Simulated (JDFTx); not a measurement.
**MnO under changes of volume**

One of the cells (10.999 Å³/atom); the others are scaled copies at fixed shape and fractional positions:

```
Mn O
1.0
     0.00000    2.22391    2.22391
     2.22391    0.00000    2.22391
     2.22391    2.22391    0.00000
Mn O
1 1
Cartesian
  0.0000 0.0000 0.0000
  2.2239 2.2239 2.2239
```

The cell is a database's computed one.

| Property | Result |
| --- | --- |
| Program | JDFTx 1.7.0 (patched build) |
| Functional | PBEsol |
| Potentials or basis | PseudoDojo-SR-PBEsol-0.4.1-standard with smoothed tails |
| Cutoff | 1306 eV |
| Density cutoff | 10449 eV |
| k mesh | 10 × 10 × 10 |
| Occupations | fermi-dirac, width 0.05 eV |
| Spin | collinear spin, ferromagnetic start |
| Starting moments | [4.0, 0.0] μB |

```csv
volume (Å³/atom),energy over the lowest point (meV/atom),pressure (GPa),moment (μB per cell)
10.339,0.00,-0.9,4.61
10.559,2.65,-2.8,4.69
10.779,6.95,-4.4,4.77
10.999,?,?,?
11.219,25.07,-9.1,4.82
11.439,38.68,-10.8,4.86
11.659,54.17,-12.2,4.91
```

Question: What does the run at 10.999 Å³/atom give?

Answer: Energy over the lowest point 14.11 meV/atom; pressure -6.8 GPa; moment 4.80 μB per cell.

Worked out: A Birch-Murnaghan fit of order 3 (a polynomial in V^(-2/3)) to the other rows has its minimum at 10.26 Å³/atom, just outside them, with B0 = V·E''(V) = 85 GPa (rough, since the energies scatter). It gives 14.82 meV/atom at 10.999 Å³/atom, against the run's 14.11, and -dE/dV = -6.6 GPa, against -6.8. A parabola through the other rows of the moment, of slope 0.209 μB per Å³/atom there, gives 4.80 μB, against the run's 4.80.

Energies are extrapolated to zero smearing.

Caveats: a cell with one magnetic atom can't hold antiferromagnetic order, which such compounds often take.
